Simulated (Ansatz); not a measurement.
Geometry optimisation, DFT PBEsol, scalar-relativistic, plane waves, PAW (Ansatz 0.2.0).

Input file:

```yaml
crystal:
  lattice:
    - [0.0, 5.43, 5.43]
    - [5.43, 0.0, 5.43]
    - [5.43, 5.43, 0.0]
  atoms:
    - { symbol: Si, position: [0.0, 0.0, 0.0] }
    - { symbol: Si, position: [0.125, 0.125, 0.125] }
    - { symbol: Si, position: [0.0, 0.0, 0.5] }
    - { symbol: Si, position: [0.125, 0.125, 0.625] }
    - { symbol: Si, position: [0.0, 0.5, 0.0] }
    - { symbol: Si, position: [0.125, 0.625, 0.125] }
    - { symbol: Si, position: [0.0, 0.5, 0.5] }
    - { symbol: Si, position: [0.125, 0.625, 0.625] }
    - { symbol: Si, position: [0.5, 0.0, 0.0] }
    - { symbol: Si, position: [0.625, 0.125, 0.125] }
    - { symbol: Si, position: [0.5, 0.0, 0.5] }
    - { symbol: Si, position: [0.625, 0.125, 0.625] }
    - { symbol: Si, position: [0.5, 0.5, 0.0] }
    - { symbol: Si, position: [0.625, 0.625, 0.125] }
    - { symbol: Si, position: [0.5, 0.5, 0.5] }
    - { symbol: Si, position: [0.625, 0.625, 0.625] }
    - { symbol: Si, position: [0.875192, 0.8721696, 0.3809681] }
basis:
  ecutwfc: 420.0
kpoints:
  mp_grid: { grid: [2, 2, 2] }
hamiltonian:
  xc: pbesol
  pseudopotentials: { kind: paw, azcp: { folder: soft_1 } }
scf:
  occupations: { method: gaussian, width: 0.02 }
  lower_state_search: "off"
relax:
  f_tol: 0.03
  max_steps: 60
  adjacent_minimum: "off"
```

Run as:

```bash
$ ansatz run input.yaml --threads 1 --pin off --max-ram 3072MiB --backend cpu --events-out ev --progress --plain --runs-dir out
```

Task: Where does it end, and by what steps?

Result: The forces met the threshold. The force dipped under the threshold on the way, but the program's further checks kept it going. Limits of this set-up: PAW files made for another functional, a small cell, in which the defect meets its images. After 3 steps the energy has fallen by 0.122 eV; Si3 moved furthest, 0.04 Å.

```json
{"step": "0", "energy less start (eV)": "0.0000", "largest force component (eV/Å)": "0.595", "accepted": "yes"}
{"step": "1", "energy less start (eV)": "-0.1087", "largest force component (eV/Å)": "0.197", "accepted": "yes"}
{"step": "2", "energy less start (eV)": "-0.1224", "largest force component (eV/Å)": "0.018", "accepted": "yes"}
{"step": "3", "energy less start (eV)": "-0.1224", "largest force component (eV/Å)": "0.018", "accepted": "yes"}
```

```xyz
17
Lattice="0.0000 5.4300 5.4300 5.4300 0.0000 5.4300 5.4300 5.4300 0.0000" Properties=species:S:1:pos:R:3
Si -0.018 -0.018 0.018
Si 1.360 1.360 1.390
Si 2.741 2.741 0.024
Si 4.076 4.079 1.354
Si 2.720 -0.003 2.710
Si 4.040 1.360 4.070
Si 5.406 2.741 2.690
Si 6.787 4.107 4.073
Si -0.003 2.719 2.711
Si 1.359 4.040 4.071
Si 2.738 5.408 2.692
Si 4.106 6.788 4.074
Si 2.719 2.719 5.433
Si 4.072 4.071 6.788
Si 5.424 5.425 5.436
Si 6.786 6.788 6.754
Si 6.791 6.794 9.500
```

Time of the run: 16 s on 1 thread of Arm Neoverse V2, with other jobs on the host, peak memory 0.49 GiB.
